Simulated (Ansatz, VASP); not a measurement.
# One calculation of LiH, two programs

```
Li H
1.0
     3.22944    0.00000    0.00000
    -1.61472    2.79677    0.00000
     0.00000    0.00000    4.03733
Li H
2 2
Direct
  0.33333 0.66667 0.25000
  0.66667 0.33333 0.75000
  0.66667 0.33333 0.25000
  0.33333 0.66667 0.75000
```

Change from the starting cell: hydrostatic strain -0.8%.

Alike in both runs: task single point; functional PBE; k mesh 12 × 12 × 6; occupations fermi-dirac, width 0.02 eV; no spin polarisation.

```csv
,VASP,Ansatz
version,VASP 6.6.1,Ansatz 0.2.0
potentials or method,"VASP PAW PBE potentials, release 64 (Li_sv, H)","plane waves, PAW"
plane-wave cutoff (eV),520,420
valence electrons in the cell,8,8
```

```csv
,VASP,Ansatz,Ansatz less VASP
gap on the k mesh at the Fermi level (eV),1.79,1.79,+0.007
```

The functional is the same, so the differences come from potentials, cutoffs and numerics.

 A k mesh can miss the band edges.
